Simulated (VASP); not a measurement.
# AlN (Fm-3m) in VASP: a series of runs, part 2 of 3

VASP 6.6.1.

### 4 G0W0 quasiparticle levels, LDA

POSCAR reads:

```
AlN
1.0
    0.0000000000      2.0345180000      2.0345180000
    2.0345180000      0.0000000000      2.0345180000
    2.0345180000      2.0345180000      0.0000000000
Al N
1 1
Direct
    0.5000000000      0.5000000000      0.5000000000
    0.0000000000      0.0000000000      0.0000000000
```

INCAR.step1 reads:

```
PREC     = Accurate       # precision mode
ENCUT    = 500            # plane-wave cutoff, eV
EDIFF    = 1E-8           # SCF threshold, eV
ISMEAR   = 0              # smearing method
SIGMA    = 0.01           # smearing width, eV
LREAL    = False          # projectors in reciprocal space
LASPH    = True           # aspherical terms in the spheres
NELM     = 60             # most SCF steps
ALGO     = Normal         # electronic algorithm
LWAVE    = True           # write WAVECAR
LCHARG   = False          # write CHGCAR
```

INCAR.step2 reads:

```
PREC     = Accurate       # precision mode
ENCUT    = 500            # plane-wave cutoff, eV
EDIFF    = 1E-8           # SCF threshold, eV
ISMEAR   = 0              # smearing method
SIGMA    = 0.01           # smearing width, eV
LREAL    = False          # projectors in reciprocal space
LASPH    = True           # aspherical terms in the spheres
NELM     = 1              # most SCF steps
ALGO     = Exact          # electronic algorithm
LWAVE    = True           # write WAVECAR
LCHARG   = False          # write CHGCAR
NBANDS   = 78             # bands
LOPTICS  = True           # frequency-dependent dielectric function
ISTART   = 1
```

INCAR.step3 reads:

```
PREC     = Accurate       # precision mode
ENCUT    = 500            # plane-wave cutoff, eV
EDIFF    = 1E-8           # SCF threshold, eV
ISMEAR   = 0              # smearing method
SIGMA    = 0.01           # smearing width, eV
LREAL    = False          # projectors in reciprocal space
LASPH    = True           # aspherical terms in the spheres
ALGO     = EVGW0          # electronic algorithm
LWAVE    = True           # write WAVECAR
LCHARG   = False          # write CHGCAR
NELMGW   = 1            
NBANDS   = 78             # bands
ENCUTGW  = 120            # cutoff of the response function
NOMEGA   = 64             # frequency points
PRECFOCK = Fast         
ISTART   = 1            
NBANDSGW = 12
```

INCAR.step4 reads:

```
PREC     = Accurate       # precision mode
ENCUT    = 500            # plane-wave cutoff, eV
EDIFF    = 1E-8           # SCF threshold, eV
ISMEAR   = 0              # smearing method
SIGMA    = 0.01           # smearing width, eV
LREAL    = False          # projectors in reciprocal space
LASPH    = True           # aspherical terms in the spheres
ALGO     = BSE            # electronic algorithm
LWAVE    = False          # write WAVECAR
LCHARG   = False          # write CHGCAR
NBANDS   = 78             # bands
ENCUTGW  = 120            # cutoff of the response function
NBANDSO  = 3            
NBANDSV  = 4            
ANTIRES  = 0            
OMEGAMAX = 20           
PRECFOCK = Fast         
ISTART   = 1            
NBSEEIG  = 10
```

KPOINTS reads:

```
regular mesh
0
Gamma
  5 5 5
```

Potentials or basis: VASP PAW LDA potentials, release 64 (Al_GW, N_GW).

On the command line:

```bash
$ cat potpaw_LDA.64/Al_GW/POTCAR potpaw_LDA.64/N_GW/POTCAR > POTCAR
$ cp INCAR.step1 INCAR
$ mpirun -np 1 vasp_std > vasp.out
$ cp INCAR.step2 INCAR
$ mpirun -np 1 vasp_std > vasp.out
$ cp INCAR.step3 INCAR
$ mpirun -np 1 vasp_std > vasp.out
$ cp INCAR.step4 INCAR
$ mpirun -np 1 vasp_std > vasp.out
```

OUTCAR:

```text
PREC = Accurate
   ENCUT = 500
   EDIFF = 1E-8
   ISMEAR = 0
   LREAL = False
   LASPH = True
   ENCUTGW = 120
   PRECFOCK = Fast
   ISTART = 1

 ion  position               nearest neighbor table
   1  0.500  0.500  0.500-   2 2.03   2 2.03   2 2.03   2 2.03   2 2.03   2 2.03
   2  0.000  0.000  0.000-   1 2.03   1 2.03   1 2.03   1 2.03   1 2.03   1 2.03

  LATTYP: Found a face centered cubic cell.
 ALAT       =     4.0690360000

  Lattice vectors:

 A1 = (   0.0000000000,   2.0345180000,   2.0345180000)
 A2 = (   2.0345180000,   0.0000000000,   2.0345180000)
 A3 = (   2.0345180000,   2.0345180000,   0.0000000000)

Analysis of symmetry for initial positions (statically):
=====================================================================
 Subroutine PRICEL returns:
 Original cell was already a primitive cell.

 Routine SETGRP: Setting up the symmetry group for a
 face centered cubic supercell.

 Subroutine GETGRP returns: Found 48 space group operations
 (whereof 48 operations were pure point group operations)
 out of a pool of 48 trial point group operations.

The static configuration has the point symmetry O_h .

Analysis of symmetry for dynamics (positions and initial velocities):
=====================================================================
 Subroutine PRICEL returns:
 Original cell was already a primitive cell.

 Routine SETGRP: Setting up the symmetry group for a
 face centered cubic supercell.

 Subroutine GETGRP returns: Found 48 space group operations
 (whereof 48 operations were pure point group operations)
 out of a pool of 48 trial point group operations.

The dynamic configuration has the point symmetry O_h .

 Subroutine INISYM returns: Found 48 space group operations
 (whereof 48 operations are pure point group operations),
 and found     1 'primitive' translations

----------------------------------------------------------------------------------------

                                     Primitive cell

  volume of cell :      16.8428
[... 47 lines left out ...]
  0.200000  0.000000  0.000000      8.000000
  0.400000  0.000000  0.000000      8.000000
  0.200000  0.200000  0.000000      6.000000
  0.400000  0.200000  0.000000     24.000000
 -0.400000  0.200000  0.000000     24.000000
 -0.200000  0.200000  0.000000     12.000000
  0.400000  0.400000  0.000000      6.000000
 -0.400000  0.400000  0.000000     12.000000
 -0.400000  0.400000  0.200000     24.000000
   k-points           NKPTS =     10   k-points in BZ     NKDIM =    125   number of bands    NBANDS=     78
   number of dos      NEDOS =    301   number of ions     NIONS =      2
   total plane-waves  NPLWV =  13824
   dimension x,y,z NGX =    24 NGY =   24 NGZ =   24
   dimension x,y,z NGXF=    48 NGYF=   48 NGZF=   48
   ions per type =               1   1
   NGX,Y,Z   is equivalent  to a cutoff of  13.87, 13.87, 13.87 a.u.
   NGXF,Y,Z  is equivalent  to a cutoff of  27.73, 27.73, 27.73 a.u.
 SYSTEM =  unknown system
   PREC   = accura    normal or accurate (medium, high low for compatibility)
   ISTART =      1    job   : 0-new  1-cont  2-samecut
   ICHARG =      0    charge: 1-file 2-atom 10-const
   ISPIN  =      1    spin polarized calculation?
   LNONCOLLINEAR =      F non collinear calculations
   LSORBIT =      F    spin-orbit coupling
   LASPH  =      T    aspherical Exc in radial PAW
   ENCUT  =  500.0 eV  36.75 Ry    6.06 a.u.   5.25  5.25  5.25*2*pi/ulx,y,z
   NELM   =     60;   NELMIN=  2; NELMDL=  0     # of ELM steps
   EDIFF  = 0.1E-07   stopping-criterion for ELM
   LREAL  =      F    real-space projection
   EDIFFG = 0.1E-06   stopping-criterion for IOM
   NSW    =      0    number of steps for IOM
   IBRION =     -1    ionic relax: 0-MD 1-quasi-New 2-CG
   NFREE  =      0    steps in history (QN), initial steepest desc. (CG)
   ISIF   =      0    stress and relaxation
   ISYM   =      3    0-nonsym 1-usesym 2-fastsym
   POTIM  = 0.5000    time-step for ionic-motion
   TEBEG  =    0.0;   TEEND  =   0.0 temperature during run
   PSTRESS=    0.0 pullay stress
   NELECT =       8.0000    total number of electrons
   NUPDOWN=      -1.0000    fix difference up-down
   EMIN   =  10.00;   EMAX   =-10.00  energy-range for DOS
   EFERMI =   0.00;   METHOD = LEGACY
   ISMEAR =     0;   SIGMA  =   0.01  broadening in eV -4-tet -1-fermi 0-gaus
   EFERMI_NEDOS =   21; number of points for ismear=-14 and -15
   IALGO  =     38    algorithm
   IMIX   =      4    mixing-type and parameters
     AMIX     =   0.40;   BMIX     =  1.00
     AMIX_MAG =   1.60;   BMIX_MAG =  1.00
  volume/ion in A,a.u.               =       8.42        56.83
  Fermi-wavevector in a.u.,A,eV,Ry     =   1.277321  2.413786 22.198561  1.631548
  Thomas-Fermi vector in A             =   2.409927
   LORBIT       =      0    0 simple, 1 ext, 2 COOP (PROOUT), +10 PAW based schemes
   GGA     = CA    functional components
   LHFCALC =     T    Hartree Fock is set to
   PRECFOCK=fast      Normal, Fast or Accurate (Low or Medium for compatibility)
   ENCUT4O =  -1.0   cutoff for four orbital integrals eV
   NKREDX  =     1    reduce k-point grid by
   NKREDY  =     1    reduce k-point grid by
   NKREDZ  =     1    reduce k-point grid by
   AEXX    =    1.0000 exact exchange contribution
   HFSCREEN=    0.0000 screening length (either q_TF or 0.3 A-1)
   HFSCREENC=   0.0000 screening length for correlation (either q_TF or 0.3 A-1)
   ENCUTFOCK=  -1.0 apply spherical cutoff to Coloumb kernel
   IVDW    =     0    specifies the selected vdW correction
   LEPSILON=     F    determine dielectric tensor
   LRPA    =     F    only Hartree local field effects (RPA)
   LRPAFORCE           =     F    calculate RPA forces
   ENCUTGW             = 120.0    cutoff for response function in eV
   ENCUTGWSOFT         =  96.0    soft cutoff for Coulomb kernel in GW response function in eV
   ENCUTLF             =  -1.0    cutoff for local field effects
   NELMGW              =     1    number of iterations in solving QP/BSE equation
   NELMHF              =     1    number of iterations in the inner HF iteration
   NKREDLFX            =     1    NKREDLFY  =   1   NKREDLFZ  =   1
 non-spin polarized calculation
 Gauss-broadening in eV      SIGMA  =   0.01
  energy-cutoff  :      500.00
  volume of cell :       16.84
 maximum number of plane-waves:       440
 NGX is ok and might be reduce to    24
  NGX = 14; NGY = 14; NGZ = 14
   NGX = 11   NGY = 11   NGZ = 11
 maximum number of plane-waves:        59
 NGX is ok and might be reduce to    14

 BSE (scaLAPACK) attempting allocation of   0.026 Gbyte  rank=   1284

=======================================================================
```

OUTCAR.step1:

```text
PREC = Accurate
   ENCUT = 500
   EDIFF = 1E-8
   ISMEAR = 0
   LREAL = False
[... 315 lines left out ...]
      2.03452      2.03452      2.03452         0.000000      0.000000      0.000000
      0.00000      0.00000      0.00000         0.000000      0.000000      0.000000
 -----------------------------------------------------------------------------------
    total drift:                                0.000000     -0.000000     -0.000000

  FREE ENERGIE OF THE ION-ELECTRON SYSTEM (eV)
  ---------------------------------------------------
  free  energy   TOTEN  =       -16.2201202676 eV

  energy  without entropy=      -16.2201202676  energy(sigma->0) =      -16.22012027
```

It took 91 s on 1 thread of Intel Xeon Platinum 8259CL at 2.50GHz (Skylake/Cascade Lake), shared host; peak memory 0.29 GiB.

What came out:

| Property | Result |
| --- | --- |
| Band gap on the k mesh, mean-field level | 4.87 eV, indirect (least direct gap 5.49 eV) |
| Quasiparticle gap | 6.51 eV |
| Least direct quasiparticle gap | 7.07 eV |

Dielectric function (mean over the directions given):
| energy (eV) | real part | imaginary part |
| --- | --- | --- |
| 0.32 | 5.62 | 0.00 |
| 0.96 | 5.67 | 0.01 |
| 1.60 | 5.77 | 0.02 |
| 2.32 | 5.96 | 0.03 |
| 2.96 | 6.20 | 0.05 |
| 3.68 | 6.61 | 0.07 |
| 4.32 | 7.13 | 0.10 |
| 5.04 | 8.05 | 0.17 |
| 5.69 | 9.51 | 0.33 |
| 6.41 | 14.05 | 5.73 |
| 7.05 | 13.80 | 1.38 |
| 7.69 | 36.27 | 16.58 |
| 8.41 | 7.04 | 7.78 |
| 9.05 | -5.22 | 9.19 |
| 9.77 | -21.24 | 23.95 |
| 10.41 | -6.03 | 3.59 |
| 11.13 | -2.30 | 0.64 |
| 11.77 | 0.99 | 1.30 |
| 12.49 | 1.98 | 2.83 |
| 13.13 | -5.12 | 7.92 |
| 13.77 | 1.25 | 5.17 |
| 14.49 | -5.60 | 4.23 |
| 15.14 | -4.42 | 1.99 |
| 15.86 | -2.78 | 0.66 |
| 16.50 | -1.67 | 1.48 |
| 17.22 | -0.92 | 1.43 |
| 17.86 | -1.58 | 0.47 |
| 18.58 | -1.30 | 0.44 |
| 19.22 | -1.31 | 0.12 |
| 19.94 | -0.87 | 0.04 |

Lowest excitation energies (eV) and strengths:
| energy | strength |
| --- | --- |
| 6.470 | 4.33 |
| 6.470 | 4.33 |
| 6.470 | 4.33 |
| 7.856 | 35.6 |
| 7.856 | 35.6 |
| 7.857 | 35.6 |
| 7.960 | 0 |
| 7.960 | 0 |
| 7.960 | 0 |
| 7.977 | 0 |

Caveat: the k mesh is coarse (spacing up to 0.53 Å⁻¹), so the values aren't converged; bands, screening cutoff and mesh are small and nothing is extrapolated, so the quasiparticle values aren't converged; spectra need much finer meshes, so this one isn't converged; an odd mesh through Γ misses points on the zone boundary, where band edges often lie.

### 5 G0W0 quasiparticle levels, PBE

POSCAR is that of step 4.

INCAR.step1 reads:

```
ALGO = Normal ; EDIFF = 1E-8
ENCUT = 450 ; GGA = PE
ISMEAR = 0 ; LASPH = T
LCHARG = F ; LREAL = F
LWAVE = T ; NELM = 100
PREC = Accurate ; SIGMA = 0.01
```

INCAR.step2 reads:

```
ALGO = Exact ; EDIFF = 1E-8
ENCUT = 450 ; GGA = PE
ISMEAR = 0 ; ISTART = 1
LASPH = T ; LCHARG = F
LOPTICS = T ; LREAL = F
LWAVE = T ; NBANDS = 71
NELM = 1 ; PREC = Accurate
SIGMA = 0.01
```

INCAR.step3 reads:

```
ALGO = EVGW0 ; EDIFF = 1E-8
ENCUT = 450 ; ENCUTGW = 200
GGA = PE ; ISMEAR = 0
ISTART = 1 ; LASPH = T
LCHARG = F ; LREAL = F
LWAVE = F ; NBANDS = 71
NBANDSGW = 12 ; NELMGW = 1
NOMEGA = 48 ; PREC = Accurate
PRECFOCK = Fast ; SIGMA = 0.01
```

KPOINTS reads:

```
k-points
0
Gamma
  4 4 4
```

Potentials or basis: VASP PAW PBE potentials, release 64 (Al_GW, N_GW).

On the command line:

```bash
$ cat potpaw_PBE.64/Al_GW/POTCAR potpaw_PBE.64/N_GW/POTCAR > POTCAR
$ cp INCAR.step1 INCAR
$ mpirun -np 1 vasp_std > vasp.out
$ cp INCAR.step2 INCAR
$ mpirun -np 1 vasp_std > vasp.out
$ cp INCAR.step3 INCAR
$ mpirun -np 1 vasp_std > vasp.out
```

OUTCAR:

```text
EDIFF = 1E-8
   ENCUT = 450
   ENCUTGW = 200
   GGA = PE
   ISMEAR = 0
   ISTART = 1
   LASPH = T
   LREAL = F
   NELMGW = 1
   PREC = Accurate
   PRECFOCK = Fast

 Found      8 irreducible k-points:

 Following reciprocal coordinates:
            Coordinates               Weight
  0.000000  0.000000  0.000000      1.000000
  0.250000  0.000000  0.000000      8.000000
[... 85 lines left out ...]
      2       8.5093       7.7823     -18.2589     -17.3405     -21.1674       0.7917       2.0000       0.0879
      3       8.5093       7.7823     -18.2589     -17.3405     -21.1674       0.7917       2.0000       0.0879
      4       8.5093       7.7823     -18.2589     -17.3405     -21.1674       0.7917       2.0000       0.0879
      5      13.8955      14.8774     -13.3640     -14.5839      -8.7855       0.8049       0.0000      -0.0924
      6      20.5531      21.3500      -9.6559     -10.6313      -4.4182       0.8170       0.0000      -0.1265
      7      20.5531      21.3500      -9.6559     -10.6313      -4.4182       0.8170       0.0000      -0.1265
      8      20.5531      21.3500      -9.6559     -10.6313      -4.4182       0.8170       0.0000      -0.1265
      9      25.6378      25.9026      -9.1383      -9.4831      -2.5799       0.7680       0.0000      -0.3992
     10      26.0858      27.1332     -10.1747     -11.4857      -4.4378       0.7989       0.0000      -0.2240
     11      26.0858      27.1332     -10.1747     -11.4857      -4.4378       0.7989       0.0000      -0.2240
     12      26.9880      27.9155      -9.9400     -11.1456      -2.8678       0.7693       0.0000      -0.5086
[... 68 lines left out ...]
      1      -6.0395      -7.4653     -17.7264     -15.8267     -25.3447       0.7505       2.0000       1.1061
      2       2.6134       1.4597     -15.9416     -14.4273     -19.9684       0.7619       2.0000       0.1571
      3       4.4233       3.3130     -15.8612     -14.4394     -19.3003       0.7809       2.0000       0.1165
      4       7.4082       6.5692     -17.6787     -16.6132     -20.7425       0.7875       2.0000       0.0902
      5      16.6930      17.5280     -10.4810     -11.5046      -5.4898       0.8158       0.0000      -0.1080
      6      18.8047      20.0995     -13.2329     -14.8873      -7.7698       0.7826       0.0000      -0.1319
      7      18.9359      19.9672     -12.3550     -13.6536      -7.0956       0.7941       0.0000      -0.1236
      8      20.8070      21.8421     -10.2276     -11.5236      -4.6651       0.7987       0.0000      -0.1503
      9      24.9583      25.7274      -9.6483     -10.6096      -3.6820       0.8001       0.0000      -0.2742
     10      27.4411      28.2598     -10.4376     -11.5006      -3.4550       0.7703       0.0000      -0.4949
     11      29.6348      30.5473      -9.7008     -10.8754      -2.5227       0.7769       0.0000      -0.6691
     12      33.5771      34.7404     -10.4242     -11.8848      -3.3766       0.7965       0.0000      -0.8788

 [... further k-points ...]
```

OUTCAR.step1:

```text
EDIFF = 1E-8
   ENCUT = 450
   GGA = PE
   ISMEAR = 0
   LASPH = T
[... 176 lines left out ...]
 -----------------------------------------------------------------------------------
      2.03452      2.03452      2.03452         0.000000      0.000000     -0.000000
      0.00000      0.00000      0.00000         0.000000     -0.000000      0.000000
 -----------------------------------------------------------------------------------
    total drift:                                0.000000     -0.000000     -0.000000

  FREE ENERGIE OF THE ION-ELECTRON SYSTEM (eV)
  ---------------------------------------------------
  free  energy   TOTEN  =       -14.4865839457 eV

  energy  without entropy=      -14.4865839457  energy(sigma->0) =      -14.48658395
```

OUTCAR.step2:

```text
EDIFF = 1E-8
   ENCUT = 450
   GGA = PE
   ISMEAR = 0
[... 560 lines left out ...]
  --------------------------------------------------------------------------------------------------------------
     0.00000     6.51969     6.51969     6.51969    -0.00000    -0.00000     0.00000
     1.86164     6.80137     6.80137     6.80137    -0.00000    -0.00000     0.00000
     3.72329     7.94884     7.94884     7.94884    -0.00000    -0.00000     0.00000
     5.58493     7.88989     7.88989     7.88989    -0.00000    -0.00000     0.00000
     7.44657    -3.57090    -3.57090    -3.57090    -0.00000    -0.00000     0.00000
     9.30821   -14.08998   -14.08998   -14.08998     0.00000     0.00000     0.00000
[... 92 lines left out ...]
   182.44100     0.97882     0.97882     0.97882     0.00000     0.00000    -0.00000
   184.30264     0.97927     0.97927     0.97927     0.00000     0.00000    -0.00000
```

Run time: 59 s. Hardware: 1 thread of AMD EPYC 7R43 (Zen 3), shared host; peak memory 0.14 GiB.

The run converged, but some of its settings lie outside the range that counts as converged, so its numbers aren't taken as properties of the crystal.

What came out:

* Band gap on the k mesh, mean-field level: 4.37 eV, indirect (least direct gap 5.39 eV)
* Quasiparticle gap: 5.91 eV
* Least direct quasiparticle gap: 7.10 eV

Caveat: the k mesh is coarse (spacing up to 0.67 Å⁻¹), so the values aren't converged; bands, screening cutoff and mesh are small and nothing is extrapolated, so the quasiparticle values aren't converged.

(Part 2 of 3 ends here.)
